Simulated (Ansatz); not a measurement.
# CdSe: the cost of one run

Method: DFT PBE, scalar-relativistic, plane waves, PAW, in Ansatz 0.2.0.

1 further run of the same task is left out (it didn't finish).

## (1) The structure to begin with

Symmetry: F-43m, No. 216, cubic system. Conventional cell: a = 6.141 Å, b = 6.141 Å, c = 6.141 Å, α = 90.00°, β = 90.00°, γ = 90.00°. Cd (site symmetry -43m) is surrounded by 4 Se at 2.66 Å. Se (site symmetry -43m) is surrounded by 4 Cd at 2.66 Å.

Coordinates:

```cif
data_structure
_symmetry_space_group_name_H-M 'F-43m'
_symmetry_Int_Tables_number 216
_cell_length_a 6.1405
_cell_length_b 6.1405
_cell_length_c 6.1405
_cell_angle_alpha 90.000
_cell_angle_beta 90.000
_cell_angle_gamma 90.000
_cell_volume 231.54
loop_
_atom_site_label
_atom_site_type_symbol
_atom_site_symmetry_multiplicity
_atom_site_Wyckoff_symbol
_atom_site_fract_x
_atom_site_fract_y
_atom_site_fract_z
_atom_site_occupancy
Cd1 Cd 4 a 0.00000 0.00000 0.00000 1
Se1 Se 4 c 0.25000 0.25000 0.25000 1
```

The structure comes from the Materials Project (structure only).

## (2) A distortion of lower symmetry

What differs from the listed cell: strain xx, yy, zz, yz, xz, xy = -2.9, +0.1, -2.9, +0.0, +0.0, +0.0 %.

The input, input.yaml:

```yaml
crystal:
  lattice:
    - [0.0, 3.0722361722, 2.9801280362]
    - [2.9801280362, 0.0, 2.9801280362]
    - [2.9801280362, 3.0722361722, 0.0]
  atoms:
    - { symbol: Cd, position: [0.0, 0.0, 0.0] }
    - { symbol: Se, position: [0.75, 0.75, 0.75] }
basis:
  ecutwfc: 420
kpoints:
  mp_grid: { grid: [10, 10, 10] }
hamiltonian:
  xc: pbe
scf:
  occupations: { method: gaussian, width: 0.05 }
output:
  forces: true
  stress: true
  eigenvalues: true
```

The run is started by

```sh
> ansatz run input.yaml --threads 1 --pin off --max-ram 1331MiB --backend cpu --events-out ev --progress --plain --runs-dir out
```

What time and memory should one allow on 1 thread of an x86-64 CPU, shared host?

About 18 s, with a peak of 0.44 GiB.
